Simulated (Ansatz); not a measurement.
## Cold compression of CoSi (CsCl type)

```
CELL_PARAMETERS angstrom
2.78038 0.00000 0.00000
0.00000 2.78038 0.00000
0.00000 0.00000 2.78038
ATOMIC_POSITIONS crystal
Co 0.00000 0.00000 0.00000
Si 0.50000 0.50000 0.50000
```

The cell comes from a relaxation on PAW files under the same functional, begun from a prototype that needn't be the stable phase.

Its volume is scaled at fixed shape and fractional positions.

Computed with Ansatz 0.2.0; functional PBE, scalar-relativistic. Settings: a Γ-centred 14×14×14 k mesh, Fermi–Dirac smearing of 0.1 eV, no spin polarisation. Methods: LAPW: all electrons, basis error target 1 meV/atom; PAW: frozen-core files, cutoff 420 eV; crystal datasets: all electrons, by PAW datasets that the program makes for each cell; norm-conserving: pseudopotentials, cutoff 1306 eV; PAW (cutoff 300 eV): frozen-core files, cutoff 300 eV.

Energies are extrapolated to zero smearing and count from the unscaled cell; pressure is positive in compression; gaps take the mesh and a band path. No temperature or zero-point motion is included.

Spin polarisation is left out, though a magnetic state may lie lower.

```csv
V/V0,V (Å³/atom),P LAPW (GPa),ΔE LAPW (eV/atom),P PAW − LAPW (GPa),ΔE PAW − LAPW (meV/atom)
1.00,10.75,0.04,0.000,-0.04,0.0
0.94,10.10,15.07,0.028,-0.05,-0.2
0.88,9.46,36.4,0.128,-0.05,-0.4
0.80,8.60,?,?,?,?
0.72,7.74,149.3,1.024,0.06,-0.5
0.64,6.88,264.2,2.106,0.16,0.1
0.55,5.91,492.3,4.317,-0.18,0.6
```

Question: Fit the Vinet equation to the LAPW pressures shown (residuals weighted by 1/(|P| + 0.03·Pmax)), and predict the pressure of the withheld row.

Answer: The fit gives V0 = 10.75 Å³/atom, B0 = 208 GPa and B0′ = 4.96. At 8.60 Å³/atom, x = (V/V0)^(1/3) = 0.9282, and P = 3·B0·(1 − x)/x²·exp[1.5·(B0′ − 1)·(1 − x)] = 79.6 GPa. The run itself gave 79.3 GPa (+0.3 % off) and ΔE = 0.427 eV/atom.

Question: At the smallest volume, how far do crystal datasets and norm-conserving and PAW (cutoff 300 eV) lie from LAPW in pressure?

Answer: crystal datasets: 0.00 GPa; norm-conserving: -3.09 GPa; PAW (cutoff 300 eV): -5.68 GPa, on a LAPW pressure of 492.3 GPa.

Question: How do the Löwdin populations by LAPW change from the unscaled cell to the last row?

Answer: Co 3s 1.97 → 1.91, Co 3d 8.12 → 8.43, Si 3s 1.23 → 0.91, Si 3p 2.89 → 2.96 electrons an atom. These are projections on the shells that the free atoms fill; 0.28 e a cell lies outside them at the start and 0.35 e at the end.
